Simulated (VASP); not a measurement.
Input:

```xyz
5
Lattice="6.2089 0.0000 0.0000 0.0000 6.2089 0.0000 0.0000 0.0000 6.2089" Properties=species:S:1:pos:R:3 pbc="T T T"
Cs     0.0000     0.0000     0.0000
Pb     3.1044     3.1044     3.1044
I      3.1044     0.0000     3.1044
I      0.0000     3.1044     3.1044
I      3.1044     3.1044     0.0000
```

The numbers are results of PBEsol GGA with spin-orbit coupling, VASP's PBE PAW potentials (set 64) (plane waves; VASP), not measurements. Run with 400 eV cut-off, 4×4×4 Γ-centred mesh, Gaussian smearing of 0.050 eV, potentials Cs_sv Pb_d I.

**Question.** Give the energies of bands 37 to 50 at the high-symmetry points, in eV from the valence-band maximum.

**Answer.** 
```json
[
 {"band": "37", "Γ": "-1.96", "X": "-1.88", "M": "-1.95", "R": "-1.71"},
 {"band": "38", "Γ": "-1.96", "X": "-1.88", "M": "-1.95", "R": "-1.71"},
 {"band": "39", "Γ": "-1.53", "X": "-1.77", "M": "-1.65", "R": "-0.97"},
 {"band": "40", "Γ": "-1.53", "X": "-1.77", "M": "-1.65", "R": "-0.97"},
 {"band": "41", "Γ": "-1.34", "X": "-1.52", "M": "-1.23", "R": "-0.97"},
 {"band": "42", "Γ": "-1.34", "X": "-1.52", "M": "-1.23", "R": "-0.97"},
 {"band": "43", "Γ": "-1.34", "X": "-1.10", "M": "-0.53", "R": "0.00"},
 {"band": "44", "Γ": "-1.34", "X": "-1.10", "M": "-0.53", "R": "0.00"},
 {"band": "45", "Γ": "2.55", "X": "1.71", "M": "0.90", "R": "0.01"},
 {"band": "46", "Γ": "2.55", "X": "1.71", "M": "0.90", "R": "0.01"},
 {"band": "47", "Γ": "3.52", "X": "4.14", "M": "1.97", "R": "1.42"},
 {"band": "48", "Γ": "3.52", "X": "4.15", "M": "1.97", "R": "1.42"},
 {"band": "49", "Γ": "3.52", "X": "4.29", "M": "4.62", "R": "1.42"},
 {"band": "50", "Γ": "3.52", "X": "4.29", "M": "4.63", "R": "1.42"}
]
```

The gap is direct, 0.01 eV, from the valence maximum at R to the conduction minimum at R.

The compound is CsPbI3 in the cubic perovskite structure, the ideal cubic form; the compound distorts at low or room temperature. It was relaxed first.
